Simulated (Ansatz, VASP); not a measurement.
Mg in VASP and in Ansatz

The input INCAR:

```
SYSTEM = Mg
PREC     = Accurate       ! precision mode
ENCUT    = 520            ! plane-wave cutoff, eV
EDIFF    = 1E-6           ! SCF threshold, eV
ISMEAR   = -1             ! smearing method
SIGMA    = 0.05           ! smearing width, eV
LREAL    = .FALSE.        ! projectors in reciprocal space
LASPH    = .TRUE.         ! aspherical terms in the spheres
NELM     = 100            ! most SCF steps
ALGO     = Normal         ! electronic algorithm
ISIF     = 2              ! what is computed and relaxed
LWAVE    = .FALSE.        ! write WAVECAR
LCHARG   = .TRUE.         ! write CHGCAR
GGA      = PE             ! functional
IVDW     = 13             ! dispersion correction
LELF     = .TRUE.         ! ELF
LVHAR    = .TRUE.       
NBANDS   = 9              ! bands
```

Contents of KPOINTS:

```
regular mesh
0
G
  10 10 5
  0 0 0
```

The input POSCAR:

```
Mg
1.0
    3.1877604248      0.0000000000      0.0000000000
   -1.5938802124      2.7606815091      0.0000000000
    0.0000000000      0.0000000000      5.1753304900
Mg
2
Direct
    0.6666666667      0.3333333333      0.7500000000
    0.3333333333      0.6666666667      0.2500000000
```

File input.yaml:

```yaml
crystal:
  lattice:
    - [3.1877604248, 0.0, 0.0]
    - [-1.5938802124, 2.7606815091, 0.0]
    - [0.0, 0.0, 5.17533049]
  atoms:
    - { symbol: Mg, position: [0.6666666667, 0.3333333333, 0.75] }
    - { symbol: Mg, position: [0.3333333333, 0.6666666667, 0.25] }
hamiltonian:
  xc: pbe
  pseudopotentials: { kind: paw }
  dispersion: d4
kpoints:
  mp_grid: { grid: [10, 10, 5] }
scf:
  occupations: { method: fermi_dirac, width: 0.05 }
output:
  forces: true
  stress: true
  eigenvalues: true
```

Alike in both runs: task single point; functional PBE; dispersion D4; k mesh 10 × 10 × 5; occupations fermi-dirac, width 0.05 eV; no spin polarisation.

|  | VASP | Ansatz |
| --- | --- | --- |
| version | VASP 6.6.1 | Ansatz 0.2.0 |
| potentials or method | VASP PAW PBE potentials, release 64 (Mg) | Ansatz PAW |
| plane-wave cutoff (eV) | 520 | 420 |
| valence electrons in the cell | 4 | 20 |

|  | VASP | Ansatz | Ansatz less VASP |
| --- | --- | --- | --- |
| gap on the k mesh at the Fermi level (eV) | none | none | - |
| pressure (GPa) | -0.3 | -0.2 | +0.13 |
| largest component of the traceless stress (GPa) | 0.75 | 0.75 | 0.000 |
| dispersion energy (meV/atom) | -76.4 | -76.5 | -0.05 |

A gap of «none» marks a metal or a gap that the smearing closes. The two sets of potentials don't hold the same shells in valence.

Caveats: pairwise dispersion overbinds metals, which lowers pressure and volume.
